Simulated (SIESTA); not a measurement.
Si2Ni:

```
Ni Si
1.0
     0.00000    2.70300    2.70300
     2.70300    0.00000    2.70300
     2.70300    2.70300    0.00000
Ni Si
1 2
Direct
  0.00000 0.00000 0.00000
  0.75000 0.75000 0.75000
  0.25000 0.25000 0.25000
```

Base run:

| Item | Value |
| --- | --- |
| Program | SIESTA 5.4.2 |
| Functional | AM05 |
| Potentials or basis | PseudoDojo 0.4 standard (PBEsol files) |
| Basis | DZP (energy shift 0.003 Ry; two zetas on semicore shells) |
| Grid cutoff | 800 Ry |
| Energy shift | 0.003 Ry |
| k mesh | 9 × 9 × 9 |
| Occupations | fermi-dirac, width 0.05 eV |
| Spin | collinear spin, ferromagnetic start |
| Starting moments | [1.0, 0.0, 0.0] μB |

Its results: band gap on the k mesh none (metal or under the smearing width); pressure -2.3 GPa; net moment 0.00 μB per cell.

The run is repeated on the same cell with these changes: functional from AM05 to PBEsol. What comes out?

Band gap on the k mesh none (metal or under the smearing width); pressure -0.9 GPa; net moment 0.00 μB per cell.

Caveats: short orbitals over semicore shells can move pressures by several GPa; the basis of atomic orbitals isn't converged, which shifts pressures, moduli and gaps; the potentials were made for another functional, which shifts forces and pressure (some runs).

Not every run made on this cell is shown here.
